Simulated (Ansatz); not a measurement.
AlN:

```xyz
2
Lattice="0.0000 2.0345 2.0345 2.0345 0.0000 2.0345 2.0345 2.0345 0.0000" Properties=species:S:1:pos:R:3 pbc="T T T"
Al    2.0345    2.0345    2.0345
N     0.0000    0.0000    0.0000
```

Measurements of this composition are mostly on another form, of space group No. 186.

```yaml
Program: Ansatz 0.2.0
Task: relaxation of cell and atoms
Functional: revPBE
Dispersion: D4
Potentials_or_basis: Ansatz PAW
Cutoff: "420 eV (not typed: the program's choice for these potentials)"
k_mesh: 11 × 11 × 11
Occupations: fermi-dirac, width 0.05 eV
Spin: no spin polarisation
```

At the start: volume 8.42 Å³/atom.

Q: Where does the relaxation end?

A: It ends after 7 steps and the volume is 8.09 Å³/atom (-4.0 %); space group Fm-3m (No. 225, to 0.05 Å).

The path:
```tsv
step	energy change (eV)	largest force (eV/Å)	volume (Å³)
1	0.0000	0.0000	16.84
2	-0.0167	0.0000	16.52
3	-0.0237	0.0000	16.16
4	-0.0237	0.0000	16.18
5	-0.0220	0.0000	16.18
6	-0.0220	0.0000	16.17
7	-0.0220	0.0000	16.17
```

Final structure:
```
Al N
1.0
     0.00000    2.00716    2.00716
     2.00716    0.00000    2.00716
     2.00716    2.00716    0.00000
Al N
1 1
Cartesian
  2.0072 2.0072 2.0072
  0.0000 0.0000 0.0000
```

Caveat: the plane-wave basis is chosen anew once the cell has moved, so the energies of steps on either side of that aren't comparable; the pressure holds a Pulay correction of +0.5 GPa for the finite cutoff; the PAW data sets come from PBE, with cores solved anew for the run's functional, which leaves a small shift of forces and pressure.
